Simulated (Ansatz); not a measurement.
Crystal: Sr.

```
Sr
1.0
     0.00000    3.04235    3.04235
     3.04235    0.00000    3.04235
     3.04235    3.04235    0.00000
Sr
1
Cartesian
  0.0000 0.0000 0.0000
```

Base run:

* Program: Ansatz 0.2.0
* Functional: RPBE
* Potentials or basis: all-electron LAPW, scalar-relativistic
* Cutoff: 69 eV
* Density cutoff: 276 eV
* Basis error allowed: 0.001 eV/atom
* k mesh: 8 × 8 × 8
* Occupations: gaussian, width 0.02 eV
* Spin: no spin polarisation

Its results: band gap on the k mesh none (metal or under the smearing width); pressure 0.3 GPa.

**Question.** The run is repeated on the same cell with these changes: functional from RPBE to LDA. What comes out?

**Answer.** Band gap on the k mesh none (metal or under the smearing width); pressure -1.6 GPa.

LDA binds more tightly than RPBE, so the same cell stands under less pressure.

Not every run made on this cell is shown here.
